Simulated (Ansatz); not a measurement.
Runs of Ansatz 0.2.0 on Bi2Se3 (Paraguanajuatite). It takes space group R-3m (No. 166, trigonal). The conventional cell has a = 4.143 Å, b = 4.143 Å, c = 28.636 Å, α = 90.00°, β = 90.00°, γ = 120.00°. Bi (site symmetry 3m) has 6 Se at 2.85 to 3.07 Å as nearest neighbours. Se (site symmetry 3m) has 3 Bi at 2.85 Å as nearest neighbours. Around Se (site symmetry -3m) lie 6 Bi at 3.07 Å. 

| task | level | cell | cutoff (eV) | points for each segment of the path | gap on the mesh (eV) | pressure (GPa) | relaxed volume (Å³/atom) | largest force (eV/Å) |
| --- | --- | --- | --- | --- | --- | --- | --- | --- |
| band structure | LDA | as given | 420 | 14 | 0.09 | (b) | - | 0.12 |
| relaxation of cell and atoms | r2SCAN | relaxed | 500 | - | (a) | 0.0 | 30.14 | - |
| band structure | r2SCAN | as given | 500 | 14 | 0.49 | 1.4 | - | 0.08 |
| relaxation of cell and atoms | LDA | relaxed | 420 | - | (c) | 0.0 | 27.13 | - |

Alike in all rows: potentials or basis Ansatz PAW; no spin polarisation; k mesh 8 × 8 × 8; smearing fermi-dirac 0.05 eV.

**Question.** Estimate the missing entries.

**Answer.** (a) 0.80; (b) -1.8; (c) 0.03.

Caveats: spin-orbit coupling is left out, which as a rule narrows the gap of such compounds by several tenths of an eV; the PAW data sets come from PBE, with cores solved anew for the run's functional, which leaves a small shift of forces and pressure; the plane-wave basis is chosen anew once the cell has moved, so the energies of steps on either side of that aren't comparable (some runs).

A k mesh can miss the band edges, and the runs leave out spin-orbit coupling on Bi, Se.

Runs at the PBE level aren't shown here.
